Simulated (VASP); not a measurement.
# BN (Fmm2) in VASP: reference runs, part 3 of 3

VASP 6.6.1.

## (9) Equation of state, PBE, 10.04 Å³/atom (volume scaled by 1.06)

INCAR reads:

```
SYSTEM = BN
ALGO = Normal ; EDIFF = 1E-7
ENCUT = 520 ; GGA = PE
ISIF = 2 ; ISMEAR = -1
LASPH = .TRUE. ; LCHARG = .FALSE.
LREAL = .FALSE. ; LWAVE = .FALSE.
NBANDS = 11 ; NELM = 80
PREC = Accurate ; SIGMA = 0.05
```

KPOINTS reads:

```
k-points
0
G
  13 13 13
  0 0 0
```

POSCAR reads:

```
BN
1.0
    0.0000000000      3.5638688387      2.2085744028
    1.2761801381      0.0000000000      2.2085744028
    1.2761801381      3.5638688387      0.0000000000
N B
1 1
Direct
    0.6666513400      0.6666513400      0.3333486600
    0.0000486500      0.0000486500      0.9999513500
```

Potentials or basis: VASP PAW PBE potentials, release 64 (N, B).

The run is started by

```sh
cat potpaw_PBE.64/N/POTCAR potpaw_PBE.64/B/POTCAR > POTCAR
mpirun -np 1 vasp_std > vasp.out
```

OUTCAR:

```text
SYSTEM = BN
   EDIFF = 1E-7
   ENCUT = 520
   GGA = PE
   ISIF = 2
   ISMEAR = -1
   LASPH = .TRUE.
   LREAL = .FALSE.
   NELM = 80
   PREC = Accurate

 ion  position               nearest neighbor table
   1  0.667  0.667  0.333-   2 1.47   2 1.47   2 1.47
   2  0.000  0.000  1.000-   1 1.47   1 1.47   1 1.47

  LATTYP: Found a face centered orthorhombic cell.
 ALAT       =     2.5523602762
 B/A-ratio  =     1.7306133647
 C/A-ratio  =     2.7926064137

  Lattice vectors:

 A1 = (   0.0000000000,   3.5638688387,   2.2085744028)
 A2 = (  -1.2761801381,   3.5638688387,   0.0000000000)
 A3 = (  -1.2761801381,   0.0000000000,   2.2085744028)

Analysis of symmetry for initial positions (statically):
=====================================================================
 Subroutine PRICEL returns:
 Original cell was already a primitive cell.

 Routine SETGRP: Setting up the symmetry group for a
 face centered orthorhombic supercell.

 Subroutine GETGRP returns: Found  4 space group operations
 (whereof  4 operations were pure point group operations)
[... 193 lines left out ...]
 cond. band min:       5.4398143690   @ k =   0.0000   0.4615   0.4615
 fundamental gap:      3.8527913522
 Fermi energy:         2.6030660934

 k-point     1 :       0.0000    0.0000    0.0000
  band No.  band energies     occupation
      1     -15.9136      2.00000
      2      -2.6545      2.00000
      3       0.1157      2.00000
      4       0.1217      2.00000
      5       6.3718      0.00000
      6      12.6323      0.00000
      7      12.6858      0.00000
      8      13.8711      0.00000
      9      14.9590      0.00000
     10      26.2452      0.00000
     11      27.3856      0.00000
[... 533 lines left out ...]
 k-point    40 :       0.4615    0.3077   -0.0000
  band No.  band energies     occupation
      1     -13.3107      2.00000
      2      -6.0491      2.00000
      3      -3.3770      2.00000
      4       0.5388      2.00000
      5       7.8223      0.00000
      6      11.0324      0.00000
      7      13.7037      0.00000
      8      16.4518      0.00000
      9      17.9069      0.00000
     10      20.5517      0.00000
     11      23.9854      0.00000

 [... further k-points ...]
[... 5 lines left out ...]
  --------------------------------------------------------------------------------------
  -------------------------------------------------------------------------------------
  Total       -1.7944375      0.1506473     -1.7867228      0.0000000      0.0000000      0.0000000
  in kB     -143.1077641     12.0142356   -142.4925115      0.0000000      0.0000000      0.0000000
  external PRESSURE =     -91.1953467 kB  Pullay stress =       0.0000000 kB

 VOLUME and BASIS-vectors are now :
 -----------------------------------------------------------------------------
  energy-cutoff  :      520.00
  volume of cell :       20.09
      direct lattice vectors                 reciprocal lattice vectors
     0.000000000  3.563868839  2.208574403    -0.391794219  0.140296970  0.226390381
     1.276180138  0.000000000  2.208574403     0.391794219 -0.140296970  0.226390381
     1.276180138  3.563868839  0.000000000     0.391794219  0.140296970 -0.226390381

 POSITION                                       TOTAL-FORCE (eV/Angst)
 -----------------------------------------------------------------------------------
      1.27618      3.56387      2.94470         0.000000      0.000000     -0.007104
      1.27618      3.56387      0.00021         0.000000      0.000000      0.007104
 -----------------------------------------------------------------------------------
    total drift:                                0.000002      0.000007      0.000024

  FREE ENERGIE OF THE ION-ELECTRON SYSTEM (eV)
  ---------------------------------------------------
  free  energy   TOTEN  =       -17.5651526860 eV

  energy  without entropy=      -17.5651526860  energy(sigma->0) =      -17.56515269
```

OSZICAR:

```text
N       E                     dE             d eps       ncg     rms          rms(c)
DAV:   1     0.141998945879E+02    0.14200E+02   -0.45228E+03  7690   0.677E+02
DAV:   2    -0.183194308730E+02   -0.32519E+02   -0.31234E+02  8927   0.157E+02
DAV:   3    -0.192037523903E+02   -0.88432E+00   -0.88285E+00  9264   0.242E+01
DAV:   4    -0.192068204984E+02   -0.30681E-02   -0.30680E-02  8288   0.158E+00
DAV:   5    -0.192068353164E+02   -0.14818E-04   -0.14818E-04  9218   0.967E-02    0.764E+00
DAV:   6    -0.177275844027E+02    0.14793E+01   -0.52788E+00  8554   0.125E+01    0.345E+00
DAV:   7    -0.176017067384E+02    0.12588E+00   -0.19796E-01  8742   0.343E+00    0.214E+00
DAV:   8    -0.175642992122E+02    0.37408E-01   -0.11542E-01  8947   0.204E+00    0.233E-01
DAV:   9    -0.175646190163E+02   -0.31980E-03   -0.31031E-03  8221   0.426E-01    0.132E-01
DAV:  10    -0.175651214135E+02   -0.50240E-03   -0.62363E-04  8475   0.181E-01    0.248E-02
DAV:  11    -0.175651525607E+02   -0.31147E-04   -0.64738E-05  8896   0.539E-02    0.222E-02
DAV:  12    -0.175651524993E+02    0.61300E-07   -0.12839E-05  8419   0.233E-02    0.207E-03
DAV:  13    -0.175651526705E+02   -0.17117E-06   -0.51035E-07  8960   0.613E-03    0.719E-04
DAV:  14    -0.175651526860E+02   -0.15499E-07   -0.25766E-08  8251   0.108E-03
   1 F= -.17565153E+02 E0= -.17565153E+02  d E =-.222887E-10
```

stdout:

```text
POSCAR found type information on POSCAR N B
 POSCAR found :  2 types and       2 ions
 scaLAPACK will be used
 LDA part: xc-table for (Slater+PW92), standard interpolation
 POSCAR, INCAR and KPOINTS ok, starting setup
 FFT: planning ... GRIDC
 FFT: planning ... GRID_SOFT
 FFT: planning ... GRID
 WAVECAR not read
 entering main loop
```

Wall time 46 s (1 thread of AMD EPYC 9R45 (Zen 5), shared host); peak memory 0.16 GiB.

What came out:

```
Free energy            : -17.5652 eV
Pressure               : -9.1 GPa
Largest force          : 0.007 eV/Å
Band gap on the k mesh : 3.85 eV, indirect (least direct gap 4.51 eV)
```

Caveat: an odd mesh through Γ misses points on the zone boundary, where band edges often lie.

## (10) Equation of state, PBE

Potentials or basis: VASP PAW PBE potentials, release 64 (N, B).

No new run: the results of the series are fitted here.

Results:

```
Equilibrium volume                        : 9.62 Å³/atom
Bulk modulus at fixed shape and positions : 224 GPa
Pressure derivative of the bulk modulus   : 3.6
```

Energy against volume, from the lowest point:
| volume (Å³/atom) | energy (meV/atom) |
| --- | --- |
| 8.908 | 41.16 |
| 9.097 | 21.38 |
| 9.287 | 8.31 |
| 9.476 | 1.36 |
| 9.666 | 0.00 |
| 9.855 | 3.75 |
| 10.045 | 12.18 |

Caveat: the cell was scaled at fixed shape and fractional positions, which overstates the stiffness of a crystal with free parameters, most of all of layers and chains.

## (11) The runs side by side

| task | cell | gap on the mesh (eV) | pressure (GPa) | largest force (eV/Å) |
| --- | --- | --- | --- | --- |
| single point | as given | 3.90 | 3.3 | 0.01 |
| single point | atoms moved at random, drawn with an rms of 0.05 Å | 3.72 | 3.7 | 1.59 |
| equation of state | as given | - | - | - |

Alike in all rows: level PBE; potentials or basis VASP PAW PBE potentials, release 64 (N, B); no spin polarisation; k mesh 13 × 13 × 13; cutoff (eV) 520; smearing fermi-dirac 0.05 eV.

Caveats: an odd mesh through Γ misses points on the zone boundary, where band edges often lie (some runs); the cell was scaled at fixed shape and fractional positions, which overstates the stiffness of a crystal with free parameters, most of all of layers and chains (some runs).

Total energies depend on the potentials used, so only differences within one code and one set of settings carry meaning.
